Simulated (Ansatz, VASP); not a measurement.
**KF: VASP beside Ansatz**

The input POSCAR:

```
KF
1.0
    0.0000000000      2.6587901860      2.6587901860
    2.6587901860      0.0000000000      2.6587901860
    2.6587901860      2.6587901860      0.0000000000
K F
1 1
Direct
    0.0000000000      0.0000000000      0.0000000000
    0.5000000000      0.5000000000      0.5000000000
```

File INCAR.step1:

```
SYSTEM = KF
PREC     = Accurate       ! precision mode
ENCUT    = 520            ! plane-wave cutoff, eV
ISMEAR   = 0              ! smearing method
SIGMA    = 0.02           ! smearing width, eV
LREAL    = .False.        ! projectors in reciprocal space
LASPH    = .True.         ! aspherical terms in the spheres
NELM     = 60             ! most SCF steps
NBANDS   = 15             ! bands
GGA      = PE             ! functional
ALGO     = Normal         ! electronic algorithm
EDIFF    = 1E-4           ! SCF threshold, eV
LWAVE    = .True.         ! write WAVECAR
LCHARG   = .False.        ! write CHGCAR
```

File INCAR.step2:

```
SYSTEM = KF
PREC     = Accurate       ! precision mode
ENCUT    = 520            ! plane-wave cutoff, eV
EDIFF    = 1E-6           ! SCF threshold, eV
ISMEAR   = 0              ! smearing method
SIGMA    = 0.02           ! smearing width, eV
LREAL    = .False.        ! projectors in reciprocal space
LASPH    = .True.         ! aspherical terms in the spheres
NELM     = 60             ! most SCF steps
ALGO     = Normal         ! electronic algorithm
ISIF     = 2              ! what is computed and relaxed
LWAVE    = .False.        ! write WAVECAR
LCHARG   = .False.        ! write CHGCAR
METAGGA  = R2SCAN         ! meta-GGA
LMIXTAU  = .True.       
NBANDS   = 15             ! bands
ISTART   = 1
```

The input KPOINTS:

```
regular mesh
0
Gamma
  8 8 8
  0 0 0
```

Input for Ansatz:

```yaml
crystal:
  lattice:
    - [0.0, 2.658790186, 2.658790186]
    - [2.658790186, 0.0, 2.658790186]
    - [2.658790186, 2.658790186, 0.0]
  atoms:
    - { symbol: K, position: [0.0, 0.0, 0.0] }
    - { symbol: F, position: [0.5, 0.5, 0.5] }
basis:
  ecutwfc: 500
kpoints:
  mp_grid: { grid: [8, 8, 8] }
hamiltonian:
  xc: r2scan
scf:
  occupations: { method: gaussian, width: 0.02 }
output:
  forces: false
  stress: false
  eigenvalues: true
  eigenstates:
    kpoints:
      - [0.0, 0.0, 0.0]
      - [0.0, 0.008463192, 0.008463192]
      - [0.0, -0.008463192, -0.008463192]
      - [0.008463192, 0.0, 0.008463192]
      - [-0.008463192, 0.0, -0.008463192]
      - [0.008463192, 0.008463192, 0.0]
      - [-0.008463192, -0.008463192, 0.0]
      - [0.00598438, 0.00598438, 0.011968761]
      - [-0.00598438, -0.00598438, -0.011968761]
      - [0.00598438, 0.011968761, 0.00598438]
      - [-0.00598438, -0.011968761, -0.00598438]
      - [0.011968761, 0.00598438, 0.00598438]
      - [-0.011968761, -0.00598438, -0.00598438]
      - [0.009772452, 0.009772452, 0.009772452]
      - [-0.009772452, -0.009772452, -0.009772452]
      - [0.0, 0.0, 0.0]
      - [0.0, 0.008463192, 0.008463192]
      - [0.0, -0.008463192, -0.008463192]
      - [0.008463192, 0.0, 0.008463192]
      - [-0.008463192, 0.0, -0.008463192]
      - [0.008463192, 0.008463192, 0.0]
      - [-0.008463192, -0.008463192, 0.0]
      - [0.00598438, 0.00598438, 0.011968761]
      - [-0.00598438, -0.00598438, -0.011968761]
      - [0.00598438, 0.011968761, 0.00598438]
      - [-0.00598438, -0.011968761, -0.00598438]
      - [0.011968761, 0.00598438, 0.00598438]
      - [-0.011968761, -0.00598438, -0.00598438]
      - [0.009772452, 0.009772452, 0.009772452]
      - [-0.009772452, -0.009772452, -0.009772452]
    e_range: [-8.409325, 8.409325]
checkpoint:
  read: start.run
  write: ck
  compress: false
  write_wavefunctions: false
  write_every: 100000
```

Alike in both runs: task single point; functional r2SCAN; k mesh 8 × 8 × 8; occupations gaussian, width 0.02 eV; no spin polarisation.

```csv
,VASP,Ansatz
version,VASP 6.6.1,Ansatz 0.2.0
potentials or method,"VASP PAW PBE potentials, release 64 (K_sv, F)","scalar-relativistic, plane waves, PAW"
plane-wave cutoff (eV),520,500
valence electrons in the cell,16,16
```

```tsv
	VASP	Ansatz	Ansatz less VASP
gap on the k mesh at the Fermi level (eV)	6.91	6.91	+0.001
least direct gap on the mesh (eV)	6.91	6.91	+0.001
```

Caveats: the PAW data sets were made with another functional, which shifts forces and pressure a little (VASP). r2SCAN opens gaps a little over a GGA but as a rule still falls short of measured ones. A k mesh can miss the band edges.
